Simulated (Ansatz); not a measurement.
What a change of settings does to a run on CdS

The cell is COD entry 1011260, as deposited and not checked against the literature; nothing was relaxed. It is an old determination, and later ones may differ.

First run: DFT, PBE, all-electron LAPW, scalar-relativistic (Ansatz 0.2.0).

Command: `ansatz run input.yaml --threads 1 --pin off --max-ram 2048MiB --backend cpu --events-out ev --progress --plain --runs-dir out` The run took 73 s on 1 thread of AMD EPYC 7R43 64-Core Processor (Zen 3), with other jobs on the host, peak memory 0.57 GiB.

```yaml
crystal:
  lattice:
    - [0.0, 2.91, 2.91]
    - [2.91, 0.0, 2.91]
    - [2.91, 2.91, 0.0]
  atoms:
    - { symbol: Cd, position: [0.0, 0.0, 0.0] }
    - { symbol: S, position: [0.75, 0.75, 0.75] }
kpoints:
  mp_grid: { grid: [9, 9, 9] }
scf:
  occupations: { method: fermi_dirac, width: 0.03 }
hamiltonian:
  xc: pbe
  pseudopotentials:
    kind: all_electron
    lapw: { basis_error: 0.0005, muffin_tin_radii: { S: 0.907, Cd: 0.907 } }
output:
  forces: true
  stress: true
  eigenvalues: true
```

Result: converged; pressure 3.33 GPa; gap on the k mesh 1.16 eV (the mesh can miss the band edges); 7 SCF iterations.

The input is then changed:

```diff
@@ -8,7 +8,8 @@
     - { symbol: S, position: [0.75, 0.75, 0.75] }
 kpoints:
-  mp_grid: { grid: [9, 9, 9] }
+  mp_grid: { grid: [4, 4, 4] }
 scf:
   occupations: { method: fermi_dirac, width: 0.03 }
+  n_extra_bands: 4
 hamiltonian:
   xc: pbe
```

Predict the outcome of the changed run.

It converged; energy at zero smearing +16.8 meV/atom from the first run; pressure 3.49 GPa; gap on the k mesh 1.15 eV; 7 SCF iterations. Some of these settings are too coarse for converged properties.

The results part of its log:

```
SCF 1 converged in 7 iterations: F = -163099.368210 eV  dr2 = 8.20e-9
SCF converged after 7 iterations
Free energy (F): -163099.368210 eV
Harris-Foulkes:  -163099.368210 eV  (|F-HF|=1.16e-8)
Internal energy: -163099.368210 eV  (E = F + TS)
E sigma→0 (E₀):  -163099.368210 eV
Fermi energy:    8.462009 eV
--- Per-component energies (eV) ---
  E_band       = -10504.132290
  E_kinetic    = 170389.953042
  E_xc         = -4908.479823
  E_electrostatic = -328580.841430  (all electrons and nuclei)
  E_smearing   = -0.000000  (= −TS)
  E_closure    = 0.000000  (closes the sum)
  E_atoms      = -163093.279048  (free atoms, spherical and without spin; not in F)
  Σ components = -163099.368210   (vs F -163099.368210, Δ=0.00e0)
  Basis errors (estimates in eV, not in F): energy 1.4e-4 per atom: plane waves 1.2e-4 (7.9e-5 summed), levels above the bands 7.9e-114, relativity 7.7e-8, radial functions 2.1e-5, core shells 7.0e-11; eigenvalues (radial functions only) 7.9e-6; not estimated: angular momenta, meshes, grids; target (lapw.basis_error) 5.0e-4; muffin-tin radii S 0.907 Å, Cd 0.907 Å
--- Forces (eV/Å), atoms counted from 1 ---
  atom   1  Cd     0.00000000    -0.00000000    -0.00000000
  atom   2  S     -0.00000000     0.00000000    -0.00000000
  max |Σ_I F_I| component: 5.55e-17 eV/Å
--- Stress (GPa, compression-positive) ---
        3.493088      -0.000000      -0.000000
       -0.000000       3.493088       0.000000
       -0.000000       0.000000       3.493088
  P = ⅓ Tr σ = 3.4931 GPa (34.931 kbar)
--- Band table (eV; the first three rows and the last of 8) ---
  k-point 0: bands = ["-721.0003", "-588.2926", "-588.2926", "-588.2926", "-380.8470", "-380.8470", "-380.8449", "-380.8449", "-380.8449", "-196.5858", "-141.3589", "-141.3589", "-141.3589", "-93.4696", "-54.5408", "-54.5408", "-54.5408", "-4.5324", "0.1023", "0.1023", "0.1023", "0.5888", "0.5888", "7.8711", "7.8711", "7.8711", "9.0200", "14.3840", "14.3840", "14.3840"]
  k-point 1: bands = ["-721.0003", "-588.2926", "-588.2926", "-588.2926", "-380.8470", "-380.8470", "-380.8449", "-380.8449", "-380.8449", "-196.5858", "-141.3589", "-141.3589", "-141.3589", "-93.4695", "-54.5411", "-54.5408", "-54.5408", "-4.3149", "0.1746", "0.1746", "0.3511", "0.5932", "0.5932", "5.3602", "7.4692", "7.4692", "10.6557", "14.1432", "14.8906", "14.8906"]
  k-point 2: bands = ["-721.0003", "-588.2926", "-588.2926", "-588.2926", "-380.8470", "-380.8470", "-380.8449", "-380.8449", "-380.8449", "-196.5858", "-141.3589", "-141.3589", "-141.3589", "-93.4695", "-54.5414", "-54.5409", "-54.5409", "-4.0975", "0.2244", "0.2244", "0.6275", "0.6275", "0.9769", "3.4269", "7.1096", "7.1096", "10.8828", "14.8533", "14.8533", "15.3456"]
  k-point 7: bands = ["-721.0003", "-588.2926", "-588.2926", "-588.2926", "-380.8470", "-380.8470", "-380.8449", "-380.8449", "-380.8449", "-196.5858", "-141.3589", "-141.3589", "-141.3589", "-93.4695", "-54.5413", "-54.5412", "-54.5410", "-3.9651", "0.3369", "0.3589", "0.5494", "0.5960", "1.2330", "3.9354", "5.5752", "5.6592", "13.2891", "13.3157", "15.0958", "15.8965"]
```
